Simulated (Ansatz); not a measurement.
This script makes an equation of state with a fit of Be₂C, space group Fm-3m with the Ansatz DFT code, driven from Python.

`run_eos.py`:
```python
import ansatz
import numpy as np

VECTORS = np.array([
    [0.0, 2.165, 2.165],
    [2.165, 0.0, 2.165],
    [2.165, 2.165, 0.0],
])
SITES = [
    ("Be", [0.25, 0.25, 0.25]),
    ("Be", [0.75, 0.75, 0.75]),
    ("C", [0.0, 0.0, 0.0]),
]


def build(cell):
    crystal = ansatz.Crystal(lattice=ansatz.Lattice.of(cell))
    for symbol, position in SITES:
        crystal = crystal.atom(symbol, position)
    return crystal


def main() -> None:
    volumes, energies, pressures = [], [], []
    for scale in np.linspace(0.88, 1.12, 7):
        cell = VECTORS * scale ** (1 / 3)
        calculation = (
            build(cell).calculation()
            .functional("pbe", dispersion="d3bj")
            .occupations("Fixed")
            .basis(500)
            .kpoints(8, 8, 8)
            .stress()
        )
        rep = calculation.run(threads=1, backend="cpu").report
        volumes.append(abs(np.linalg.det(cell)) / len(SITES))
        energies.append(rep["free_energy_ev"] / len(SITES))
        pressures.append(np.trace(rep["stress_gpa"]) / 3)
        print(f"V = {volumes[-1]:8.4f} A^3/atom  F = {energies[-1]:.5f} eV/atom  P = {pressures[-1]:8.3f} GPa")

    x = np.array(volumes) ** (-2 / 3)
    poly = np.polynomial.Polynomial.fit(x, energies, 3).convert()
    roots = poly.deriv().roots()
    x0 = min((r.real for r in roots if abs(r.imag) < 1e-9 and poly.deriv(2)(r.real) > 0), key=lambda r: abs(r - x.mean()))
    v0 = x0 ** -1.5
    b0 = 4 / 9 * poly.deriv(2)(x0) * v0 ** (-7 / 3) * 160.21766
    b1 = 4 + 2 / 3 * x0 * poly.deriv(3)(x0) / poly.deriv(2)(x0)
    print(f"V0 = {v0:.4f} A^3/atom, B0 = {b0:.1f} GPa, dB/dP = {b1:.2f}")


if __name__ == "__main__":
    main()
```

From its runs, with one value withheld:

| V (Å³/atom) | F less the lowest row shown (meV/atom) |
| --- | --- |
| 5.953 | 35.94 |
| 6.224 | 8.81 |
| 6.495 | 0.00 |
| 6.765 | 6.39 |
| 7.036 | ? |
| 7.306 | 54.90 |
| 7.577 | 93.13 |

What is the missing energy at 7.036 Å³ an atom?

A third-order Birch-Murnaghan fit, E = E0 + (9 V0 B0 / 16) [(t - 1)³ B' + (t - 1)² (6 - 4t)] with t = (V0/V)^(2/3), through the 6 rows shown gives V0 = 6.508 Å³, B0 = 213.8 GPa, B' = 3.47 and E0 = -0.02 meV. At V = 7.036 Å³, t = 0.94933, and the fit interpolates to 25.40 meV. The run gave 25.40 meV, a miss of 0.00 meV.

What to keep in mind:
- For a gap this small the mesh is coarse, and bands can meet between its points.
- Pressure is positive in compression.
- At these settings the cell as given stands under about -8 GPa, so it isn't at this functional's equilibrium volume.
- The starting cell is as deposited in a crystallographic database; the results hold for this polymorph, which needn't be the stable one.
- The whole script took 3.2 s on 1 thread of Arm Neoverse V2, with other jobs on the host, peak memory 0.3 GiB.
